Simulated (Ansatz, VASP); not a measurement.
One calculation of As, two programs

```
As
1.0
     4.90148    0.00000    0.00000
    -2.45074    4.24481    0.00000
     0.00000    0.00000    2.85432
As
3
Direct
  0.00000 0.00000 0.00000
  0.33333 0.66667 0.50000
  0.66667 0.33333 0.50000
```

Alike in both runs: task single point; functional PBEsol; k mesh 9 × 9 × 13; occupations fermi-dirac, width 0.1 eV; no spin polarisation.

```csv
,VASP,Ansatz
version,VASP 6.6.1,Ansatz 0.2.0
potentials or method,"VASP PAW PBE potentials, release 64 (As)","plane waves (420 eV) with PAW, scalar-relativistic"
plane-wave cutoff (eV),520,420
valence electrons in the cell,15,45
```

```tsv
	VASP	Ansatz	Ansatz less VASP
pressure (GPa)	-5.5	-5.7	-0.14
largest component of the traceless stress (GPa)	0.80	0.77	-0.034
```

The two sets of potentials don't hold the same shells in valence. Ansatz warned: «pseudo_functional_mismatch».

Caveats: the PAW data sets were made with another functional, which shifts forces and pressure a little (VASP).
